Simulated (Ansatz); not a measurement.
## BP: modes against the lattice constant

The calculation used DFT LDA, scalar-relativistic, plane waves, PAW (Ansatz). Cutoff 420 eV, 16×16×16 k-points (Γ-centred), Fermi-Dirac smearing of 0.15 eV. No spin polarisation. Phonons by linear response, acoustic sum rule imposed.

The cell is fixed (symmetry leaves no force on the atoms) and stands under -6.0 GPa:
```cif
data_structure
_symmetry_space_group_name_H-M 'Pm-3m'
_symmetry_Int_Tables_number 221
_cell_length_a 2.7202
_cell_length_b 2.7202
_cell_length_c 2.7202
_cell_angle_alpha 90.000
_cell_angle_beta 90.000
_cell_angle_gamma 90.000
_cell_volume 20.13
loop_
_atom_site_label
_atom_site_type_symbol
_atom_site_symmetry_multiplicity
_atom_site_Wyckoff_symbol
_atom_site_fract_x
_atom_site_fract_y
_atom_site_fract_z
_atom_site_occupancy
B1 B 1 a 0.00000 0.00000 0.00000 1
P1 P 1 b 0.50000 0.50000 0.50000 1
```

Its imaginary modes show that this cell, the ideal cubic caesium chloride prototype, isn't a minimum of the energy. In a metal, frequencies and elastic constants depend on the k mesh and the smearing, soft modes and shear constants most.

At a = 2.522 Å: the cell is the ideal cubic caesium chloride prototype; this isn't the usual structure of the compound.

Problem. How do the optical zone-centre modes (counted from the lowest optical one, degenerate ones once; i marks imaginary ones) of this metal change over a = 2.522, 2.720 and 2.774 Å?

Solution.
```
         a (Å)  2.522  2.720  2.774
pressure (GPa)   38.7   -6.0  -12.3
 mode 1 (cm⁻¹)    229   261i   292i
```

Cost: 3 runs of about 1.6 core-minutes in all, on Intel Xeon Processor @ 2.50GHz (Skylake/Cascade Lake) (shared hosts).